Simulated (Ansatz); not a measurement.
Ir:

```
Ir
1.0
     0.00000    1.91560    1.91560
     1.91560    0.00000    1.91560
     1.91560    1.91560    0.00000
Ir
1
Direct
  0.00000 0.00000 0.00000
```

* Program: Ansatz 0.2.0
* Task: relaxation of cell and atoms
* Functional: BLYP
* Potentials or basis: Ansatz PAW
* Cutoff: 420 eV (not typed: the program's choice for these potentials)
* k mesh: 12 × 12 × 12
* Occupations: fermi-dirac, width 0.05 eV
* Spin: no spin polarisation

At the start: volume 14.06 Å³/atom.

Problem. Where does the relaxation end?

Solution. It ends after 6 steps and the volume is 15.22 Å³/atom (+8.3 %); space group Fm-3m (No. 225, to 0.05 Å).

The path:
```csv
step,energy change (eV),largest force (eV/Å),volume (Å³)
1,0.0000,0.0000,14.06
2,-0.0432,0.0000,16.22
3,-0.0946,0.0000,15.38
4,-0.0960,0.0000,15.20
5,-0.0960,0.0000,15.22
6,-0.0965,0.0000,15.22
```

Final structure:
```yaml
crystal:
  lattice:
    - [0.00000, 1.96714, 1.96714]
    - [1.96714, 0.00000, 1.96714]
    - [1.96714, 1.96714, 0.00000]
  atoms:
    - { symbol: Ir, position: [0.00000, 0.00000, 0.00000] }
```

Caveat: the plane-wave basis is chosen anew once the cell has moved, so the energies of steps on either side of that aren't comparable; the PAW data sets come from PBE, with cores solved anew for the run's functional, which leaves a small shift of forces and pressure.
